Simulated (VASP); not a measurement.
A run of VASP 6.6.1 is set up as follows.

Contents of INCAR:

```
PREC = Accurate
ENCUT = 520
EDIFF = 1E-7
ISMEAR = 0
SIGMA = 0.1
LREAL = F
LASPH = T
NELM = 60
ALGO = Normal
ISIF = 3
LWAVE = F
LCHARG = F
GGA = PE
IBRION = 2
NSW = 80
EDIFFG = -0.002
PSTRESS = 220.0
```

File KPOINTS:

```
regular mesh
0
Gamma
  18 18 18
```

File POSCAR:

```
Mo
1.0
   -1.5734150000      1.5734150000      1.5734150000
    1.5734150000     -1.5734150000      1.5734150000
    1.5734150000      1.5734150000     -1.5734150000
Mo
1
Direct
    0.0000000000      0.0000000000      0.0000000000
```

Potentials or basis: VASP PAW PBE potentials, release 64 (Mo_sv).

Launch:

```sh
$ cat potpaw_PBE.64/Mo_sv/POTCAR > POTCAR
$ mpirun -np 1 vasp_std > vasp.out
```

Question: Estimate the band gap on the k mesh.

Answer: None (metal or under the smearing width).

Question: Estimate the relaxed volume.

Answer: 14.71 Å³/atom.

Final structure:
```
Mo
1.0
    -1.54350    1.54350    1.54350
     1.54350   -1.54350    1.54350
     1.54350    1.54350   -1.54350
Mo
1
Direct
  0.00000 0.00000 0.00000
```

Caveat: the cell is relaxed towards a set pressure, so the enthalpy falls and the energy may rise.
